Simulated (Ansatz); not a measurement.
PtAl: changing the pressure

The cell as given:

```cif
data_structure
_symmetry_space_group_name_H-M 'Pm-3m'
_symmetry_Int_Tables_number 221
_cell_length_a 3.0915
_cell_length_b 3.0915
_cell_length_c 3.0915
_cell_angle_alpha 90.000
_cell_angle_beta 90.000
_cell_angle_gamma 90.000
_cell_volume 29.55
loop_
_atom_site_label
_atom_site_type_symbol
_atom_site_symmetry_multiplicity
_atom_site_Wyckoff_symbol
_atom_site_fract_x
_atom_site_fract_y
_atom_site_fract_z
_atom_site_occupancy
Pt1 Pt 1 b 0.50000 0.50000 0.50000 1
Al1 Al 1 a 0.00000 0.00000 0.00000 1
```

Measurements of this composition are mostly on another form, of space group No. 198.

Kept alike: task relaxation of cell and atoms; functional PBEsol; k mesh 9 × 9 × 9; occupations fermi-dirac, width 0.05 eV; no spin polarisation. Program: Ansatz, all-electron LAPW, scalar-relativistic. The mesh is that of the run's cell of 2 atoms. No spin-orbit coupling.

| pressure, P (GPa) | volume (Å³/atom) |
| --- | --- |
| 0 | 14.332 |
| 5 | 14.000 |
| 10 | 13.705 |
| 20 | 13.205 |
| 30 | 12.786 |

The relaxations keep at least the cell's symmetry (Pm-3m). For a metal such a mesh leaves the last digits unconverged. The runs follow the start's structure, whether or not it is the stable one at these pressures. P is the pressure aimed at, which the runs meet within some hundredths to tenths of a GPa.

Q: What does the pressure change here?

A: The volume falls from 14.332 to 12.786 Å³/atom between 0 and 30 GPa. The volume falls ever more slowly, since the solid stiffens under load. At the pressures aimed at, which the runs meet within some tenths of a GPa, the step from 0 to 5 GPa gives a mean bulk modulus near 213 GPa, the last step 310 GPa.
